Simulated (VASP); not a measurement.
# PbF2 (Fluorocronite) (Fm-3m) in VASP: a series of runs, part 2 of 2

VASP 6.6.1.

### 3 Band structure, LDA

Input file POSCAR:

```
PbF2
1.0
    0.0000000000      2.9636600000      2.9636600000
    2.9636600000      0.0000000000      2.9636600000
    2.9636600000      2.9636600000      0.0000000000
Pb F
1 2
Direct
    0.0000000000      0.0000000000      0.0000000000
    0.7500000000      0.7500000000      0.7500000000
    0.2500000000      0.2500000000      0.2500000000
```

Input file INCAR.step1:

```
SYSTEM = PbF2
PREC = Accurate
ENCUT = 520
EDIFF = 1E-6
ISMEAR = 0
SIGMA = 0.02
LREAL = .False.
LASPH = .True.
NELM = 60
ALGO = Normal
ISIF = 2
LWAVE = .False.
LCHARG = .True.
GGA = CA
NBANDS = 21
```

Input file KPOINTS.step1:

```
regular mesh
0
Gamma
  8 8 8
  0 0 0
```

Input file INCAR.step2:

```
SYSTEM = PbF2
PREC = Accurate
ENCUT = 520
EDIFF = 1E-6
ISMEAR = 0
SIGMA = 0.05
LREAL = .False.
LASPH = .True.
NELM = 60
ALGO = Normal
ISIF = 2
LWAVE = .False.
LCHARG = .False.
GGA = CA
NBANDS = 21
ICHARG = 11
```

Input file KPOINTS.step2:

```
path GXWKGLUWLK,UX
15
line-mode
reciprocal
 0.0000000000  0.0000000000  0.0000000000  G
 0.5000000000  0.0000000000  0.5000000000  X

 0.5000000000  0.0000000000  0.5000000000  X
 0.5000000000  0.2500000000  0.7500000000  W

 0.5000000000  0.2500000000  0.7500000000  W
 0.3750000000  0.3750000000  0.7500000000  K

 0.3750000000  0.3750000000  0.7500000000  K
 0.0000000000  0.0000000000  0.0000000000  G

 0.0000000000  0.0000000000  0.0000000000  G
 0.5000000000  0.5000000000  0.5000000000  L

 0.5000000000  0.5000000000  0.5000000000  L
 0.6250000000  0.2500000000  0.6250000000  U

 0.6250000000  0.2500000000  0.6250000000  U
 0.5000000000  0.2500000000  0.7500000000  W

 0.5000000000  0.2500000000  0.7500000000  W
 0.5000000000  0.5000000000  0.5000000000  L

 0.5000000000  0.5000000000  0.5000000000  L
 0.3750000000  0.3750000000  0.7500000000  K

 0.6250000000  0.2500000000  0.6250000000  U
 0.5000000000  0.0000000000  0.5000000000  X
```

Potentials or basis: VASP PAW LDA potentials, release 64 (Pb_d, F).

On the command line:

```sh
cat potpaw_LDA.64/Pb_d/POTCAR potpaw_LDA.64/F/POTCAR > POTCAR
cp INCAR.step1 INCAR
cp KPOINTS.step1 KPOINTS
mpirun -np 1 vasp_std > vasp.out
cp INCAR.step2 INCAR
cp KPOINTS.step2 KPOINTS
mpirun -np 1 vasp_std > vasp.out
```

Wall time 81 s (1 thread of Intel Xeon Platinum 8488C (Sapphire Rapids), shared host); peak memory 0.25 GiB.

The run converged. Its results:

```
Band gap on the k mesh  : 4.22 eV, indirect (least direct gap 4.38 eV)
Band gap along the path : 4.22 eV, indirect (least direct gap 4.38 eV)
```

Levels at the corners of the path, in eV from the valence-band top:
| point | band 11 | band 12 | band 13 | band 14 | band 15 | band 16 | band 17 | band 18 |
| --- | --- | --- | --- | --- | --- | --- | --- | --- |
| Γ | -2.50 | -2.00 | -2.00 | -2.00 | 6.57 | 6.57 | 6.57 | 10.26 |
| X | -1.56 | -1.56 | -1.56 | -0.16 | 4.22 | 7.74 | 7.74 | 8.54 |
| X | -1.56 | -1.56 | -1.56 | -0.16 | 4.22 | 7.74 | 7.74 | 8.54 |
| W | -2.73 | -1.63 | -1.50 | 0.00 | 5.89 | 5.89 | 7.27 | 9.81 |
| W | -2.73 | -1.63 | -1.50 | 0.00 | 5.89 | 5.89 | 7.27 | 9.81 |
| K | -2.10 | -1.72 | -1.57 | -0.03 | 5.14 | 6.48 | 7.73 | 9.45 |
| K | -2.10 | -1.72 | -1.57 | -0.03 | 5.14 | 6.48 | 7.73 | 9.45 |
| Γ | -2.50 | -2.00 | -2.00 | -2.00 | 6.57 | 6.57 | 6.57 | 10.26 |
| Γ | -2.50 | -2.00 | -2.00 | -2.00 | 6.57 | 6.57 | 6.57 | 10.26 |
| L | -2.73 | -2.17 | -2.17 | -0.02 | 4.82 | 7.50 | 7.50 | 12.82 |
| L | -2.73 | -2.17 | -2.17 | -0.02 | 4.82 | 7.50 | 7.50 | 12.82 |
| U | -2.10 | -1.72 | -1.57 | -0.03 | 5.14 | 6.48 | 7.73 | 9.45 |
| U | -2.10 | -1.72 | -1.57 | -0.03 | 5.14 | 6.48 | 7.73 | 9.45 |
| W | -2.73 | -1.63 | -1.50 | 0.00 | 5.89 | 5.89 | 7.27 | 9.81 |
| W | -2.73 | -1.63 | -1.50 | 0.00 | 5.89 | 5.89 | 7.27 | 9.81 |
| L | -2.73 | -2.17 | -2.17 | -0.02 | 4.82 | 7.50 | 7.50 | 12.82 |
| L | -2.73 | -2.17 | -2.17 | -0.02 | 4.82 | 7.50 | 7.50 | 12.82 |
| K | -2.10 | -1.72 | -1.57 | -0.03 | 5.14 | 6.48 | 7.73 | 9.45 |
| U | -2.10 | -1.72 | -1.57 | -0.03 | 5.14 | 6.48 | 7.73 | 9.45 |
| X | -1.56 | -1.56 | -1.56 | -0.16 | 4.22 | 7.74 | 7.74 | 8.54 |

Caveat: the log is that of the step along the path at fixed density, whose energy, stress, charges and moments have no meaning; spin-orbit coupling is left out, which as a rule narrows the gap of such compounds by several tenths of an eV. A hybrid or GW would open this gap; LDA tends to underestimate it.

### 4 Band structure, r2SCAN

Input file INCAR:

```
SYSTEM = PbF2
PREC = Accurate
ENCUT = 520
EDIFF = 1E-6
ISMEAR = 0
SIGMA = 0.02
LREAL = .False.
LASPH = .True.
NELM = 60
ALGO = Normal
ISIF = 2
LWAVE = .False.
LCHARG = .False.
METAGGA = R2SCAN
LMIXTAU = .True.
NBANDS = 21
```

Input file KPOINTS:

```
regular mesh
0
Gamma
  8 8 8
  0 0 0
```

POSCAR is that of step 3.

Input file KPOINTS_OPT:

```
path GXWKGLUWLK,UX
15
line-mode
reciprocal
 0.0000000000  0.0000000000  0.0000000000  G
 0.5000000000  0.0000000000  0.5000000000  X

 0.5000000000  0.0000000000  0.5000000000  X
 0.5000000000  0.2500000000  0.7500000000  W

 0.5000000000  0.2500000000  0.7500000000  W
 0.3750000000  0.3750000000  0.7500000000  K

 0.3750000000  0.3750000000  0.7500000000  K
 0.0000000000  0.0000000000  0.0000000000  G

 0.0000000000  0.0000000000  0.0000000000  G
 0.5000000000  0.5000000000  0.5000000000  L

 0.5000000000  0.5000000000  0.5000000000  L
 0.6250000000  0.2500000000  0.6250000000  U

 0.6250000000  0.2500000000  0.6250000000  U
 0.5000000000  0.2500000000  0.7500000000  W

 0.5000000000  0.2500000000  0.7500000000  W
 0.5000000000  0.5000000000  0.5000000000  L

 0.5000000000  0.5000000000  0.5000000000  L
 0.3750000000  0.3750000000  0.7500000000  K

 0.6250000000  0.2500000000  0.6250000000  U
 0.5000000000  0.0000000000  0.5000000000  X
```

Potentials or basis: VASP PAW PBE potentials, release 64 (Pb_d, F).

On the command line:

```sh
cat potpaw_PBE.64/Pb_d/POTCAR potpaw_PBE.64/F/POTCAR > POTCAR
mpirun -np 1 vasp_std > vasp.out
```

It took 4.9 min on 1 thread of Intel Xeon Platinum 8488C (Sapphire Rapids), shared host; peak memory 0.19 GiB.

It converged, with:

```
Free energy             : -70.1618 eV
Pressure                : -0.3 GPa
Band gap on the k mesh  : 4.93 eV, indirect (least direct gap 5.08 eV)
Band gap along the path : 4.93 eV, indirect (least direct gap 5.08 eV)
```

Levels at the corners of the path, in eV from the valence-band top:
```
point  band 11  band 12  band 13  band 14  band 15  band 16  band 17  band 18
    Γ    -2.65    -2.14    -2.14    -2.14     7.30     7.30     7.30    10.69
    X    -1.73    -1.73    -1.73    -0.14     4.93     8.45     8.45     9.08
    X    -1.73    -1.73    -1.73    -0.14     4.93     8.45     8.45     9.08
    W    -2.82    -1.79    -1.66     0.00     6.58     6.58     7.87    10.46
    W    -2.82    -1.79    -1.66     0.00     6.58     6.58     7.87    10.46
    K    -2.22    -1.88    -1.74    -0.04     5.83     7.10     8.45    10.07
    K    -2.22    -1.88    -1.74    -0.04     5.83     7.10     8.45    10.07
    Γ    -2.65    -2.14    -2.14    -2.14     7.30     7.30     7.30    10.69
    Γ    -2.65    -2.14    -2.14    -2.14     7.30     7.30     7.30    10.69
    L    -2.83    -2.32    -2.32    -0.06     5.38     8.24     8.24    13.45
    L    -2.83    -2.32    -2.32    -0.06     5.38     8.24     8.24    13.45
    U    -2.22    -1.88    -1.74    -0.04     5.83     7.10     8.45    10.07
    U    -2.22    -1.88    -1.74    -0.04     5.83     7.10     8.45    10.07
    W    -2.82    -1.79    -1.66     0.00     6.58     6.58     7.87    10.46
    W    -2.82    -1.79    -1.66     0.00     6.58     6.58     7.87    10.46
    L    -2.83    -2.32    -2.32    -0.06     5.38     8.24     8.24    13.45
    L    -2.83    -2.32    -2.32    -0.06     5.38     8.24     8.24    13.45
    K    -2.22    -1.88    -1.74    -0.04     5.83     7.10     8.45    10.07
    U    -2.22    -1.88    -1.74    -0.04     5.83     7.10     8.45    10.07
    X    -1.73    -1.73    -1.73    -0.14     4.93     8.45     8.45     9.08
```

Caveat: the PAW data sets were made with another functional, which shifts forces and pressure a little; spin-orbit coupling is left out, which as a rule narrows the gap of such compounds by several tenths of an eV. r2SCAN opens gaps a little over a GGA but as a rule still falls short of measured ones.

### 5 Band structure, PBEsol

Input file INCAR:

```
ALGO = Fast
EDIFF = 1E-6
ENCUT = 520
GGA = PS
ISIF = 2
ISMEAR = 0
LASPH = True
LCHARG = False
LREAL = False
LWAVE = False
NELM = 60
PREC = Accurate
SIGMA = 0.02
```

Input file KPOINTS:

```
k-points
0
Gamma
  8 8 8
```

POSCAR is that of step 4.

KPOINTS_OPT, as its differences from that of step 4:

```diff
@@ -1,3 +1,3 @@
 path GXWKGLUWLK,UX
-15
+10
 line-mode
```

On the command line:

```sh
cat potpaw_PBE.64/Pb_d/POTCAR potpaw_PBE.64/F/POTCAR > POTCAR
mpirun -np 1 vasp_std > vasp.out
```

Wall time 36 s (1 thread of Intel Xeon Platinum 8488C (Sapphire Rapids), shared host); peak memory 0.2 GiB.

Results (log left out):

| Item | Value |
| --- | --- |
| Free energy | -14.9344 eV |
| Pressure | -1.3 GPa |
| Band gap on the k mesh | 4.30 eV, indirect (least direct gap 4.46 eV) |
| Band gap along the path | 4.30 eV, indirect (least direct gap 4.46 eV) |

Levels at the corners of the path, in eV from the valence-band top:
```
point  band 11  band 12  band 13  band 14  band 15  band 16  band 17  band 18
    Γ    -2.48    -1.98    -1.98    -1.98     6.67     6.67     6.67    10.51
    X    -1.54    -1.54    -1.54    -0.15     4.30     7.82     7.82     8.82
    X    -1.54    -1.54    -1.54    -0.15     4.30     7.82     7.82     8.82
    W    -2.69    -1.61    -1.48     0.00     5.97     5.97     7.41    10.04
    W    -2.69    -1.61    -1.48     0.00     5.97     5.97     7.41    10.04
    K    -2.07    -1.70    -1.55    -0.03     5.22     6.59     7.81     9.71
    K    -2.07    -1.70    -1.55    -0.03     5.22     6.59     7.81     9.71
    Γ    -2.48    -1.98    -1.98    -1.98     6.67     6.67     6.67    10.51
    Γ    -2.48    -1.98    -1.98    -1.98     6.67     6.67     6.67    10.51
    L    -2.69    -2.14    -2.14    -0.02     4.94     7.58     7.58    13.08
    L    -2.69    -2.14    -2.14    -0.02     4.94     7.58     7.58    13.08
    U    -2.07    -1.70    -1.55    -0.03     5.22     6.59     7.81     9.71
    U    -2.07    -1.70    -1.55    -0.03     5.22     6.59     7.81     9.71
    W    -2.69    -1.61    -1.48     0.00     5.97     5.97     7.41    10.04
    W    -2.69    -1.61    -1.48     0.00     5.97     5.97     7.41    10.04
    L    -2.69    -2.14    -2.14    -0.02     4.94     7.58     7.58    13.08
    L    -2.69    -2.14    -2.14    -0.02     4.94     7.58     7.58    13.08
    K    -2.07    -1.70    -1.55    -0.03     5.22     6.59     7.81     9.71
    U    -2.07    -1.70    -1.55    -0.03     5.22     6.59     7.81     9.71
    X    -1.54    -1.54    -1.54    -0.15     4.30     7.82     7.82     8.82
```

Caveat: the PAW data sets were made with another functional, which shifts forces and pressure a little; spin-orbit coupling is left out, which as a rule narrows the gap of such compounds by several tenths of an eV.

### 6 Summary

```csv
level,potentials or basis,ladder,gap on the mesh (eV),pressure (GPa)
LDA,"VASP PAW LDA potentials, release 64 (Pb_d, F)",gaps,4.22,-
r2SCAN,"VASP PAW PBE potentials, release 64 (Pb_d, F)",gaps,4.93,-0.3
PBEsol,"VASP PAW PBE potentials, release 64 (Pb_d, F)",free,4.30,-1.3
```

Alike in all rows: task band structure; no spin polarisation; cell as given; k mesh 8 × 8 × 8; cutoff (eV) 520; smearing gaussian 0.02 eV.

Caveats: spin-orbit coupling is left out, which as a rule narrows the gap of such compounds by several tenths of an eV; the PAW data sets were made with another functional, which shifts forces and pressure a little (some runs).

Total energies depend on the potentials used, so only differences within one code and one set of settings carry meaning.
